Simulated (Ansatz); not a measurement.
# WS2 (P6_3/mmc): the equilibrium volume

Aim: the volume at which the pressure of WS2 (P6_3/mmc) vanishes.

The COD entry's cell or inner coordinates are ideal or old and differ from later refinements, so a difference from it is no clean test against experiment.

Program: Ansatz 0.2.0. Level of theory: DFT PBE, scalar-relativistic, plane waves, PAW. These are calculated values, not measurements.

1 further run of the same task is left out (for a known fault of the program). Runs told in other sessions of the task aren't counted.

### 1 The system as given

Symmetry: P6_3/mmc, No. 194, hexagonal system. Conventional cell: a = 3.191 Å, b = 3.191 Å, c = 12.542 Å, α = 90.00°, β = 90.00°, γ = 120.00°. W (site symmetry -6m2) is surrounded by 6 S at 2.46 Å. S (site symmetry 3m) is surrounded by 3 W at 2.46 Å.

Structure file:

```xyz
6
Lattice="3.1906 0.0000 0.0000 -1.5953 2.7631 0.0000 0.0000 0.0000 12.5415" Properties=species:S:1:pos:R:3 pbc="T T T"
W     0.0000    1.8421    3.1354
W     1.5953    0.9210    9.4061
S     0.0000    1.8421    7.7757
S     1.5953    0.9210    1.5050
S     0.0000    1.8421   11.0365
S     1.5953    0.9210    4.7658
```

Starting moments: W 2.00 μB.

### 2 Full relaxation

input.yaml

```yaml
crystal:
  lattice:
    - [3.190564521, 0.0, 0.0]
    - [-1.5952822606, 2.7631099276, 0.0]
    - [0.0, 0.0, 12.5415285443]
  atoms:
    - { symbol: W, position: [0.3333333333, 0.6666666667, 0.25], spin: 2.0 }
    - { symbol: W, position: [0.6666666667, 0.3333333333, 0.75], spin: 2.0 }
    - { symbol: S, position: [0.3333333333, 0.6666666667, 0.62] }
    - { symbol: S, position: [0.6666666667, 0.3333333333, 0.12] }
    - { symbol: S, position: [0.3333333333, 0.6666666667, 0.88] }
    - { symbol: S, position: [0.6666666667, 0.3333333333, 0.38] }
basis:
  ecutwfc: 420
  ecutrho_ratio: 4
kpoints:
  mp_grid: { grid: [10, 10, 4] }
hamiltonian:
  xc: pbe
scf:
  occupations: { method: gaussian, width: 0.05 }
output:
  forces: true
  stress: true
  eigenvalues: true
  populations: true
magnetization:
  spin_polarized: true
relax:
  f_tol: 0.01
  max_steps: 60
  cell: { stress_tol: 0.04 }
```

Command:

```bash
ansatz run input.yaml --threads 4 --pin off --max-ram 7168MiB --backend cpu --events-out ev --progress --plain --runs-dir out
```

Further steps of the session: Full relaxation once more, on the mesh of the new cell.

What does the calculation give? Wanted: volume; pressure; conventional cell; gap on the mesh.

The runs gave:

| quantity | value |
| --- | --- |
| volume | 21.792 Å³/atom |
| pressure | 0.00 GPa |
| conventional cell | a = 3.188 Å, b = 3.188 Å, c = 14.857 Å, α = 90.00°, β = 90.00°, γ = 120.00° |
| gap on the mesh | 1.78 eV |

From the first run shown, the volume went from 18.43 to 21.79 Å³/atom (+18.3 %) in 2 runs, where the pressure is zero within 0.01 GPa. The shape changed strongly (edges by -0, -0, +18 %), so the end may no longer be the structure type named at the start. Spin–orbit coupling is left out, though the cell holds W; in elements this heavy it can shift levels and gaps by tenths of an eV. A run loses the moments it was seeded with; other starts can end magnetic. No dispersion term is included, so distances between weakly bound layers or units are the least certain numbers.

The gaps are Kohn-Sham values of a semilocal functional, not quasiparticle or optical gaps. Such gaps usually fall short of the measured ones.
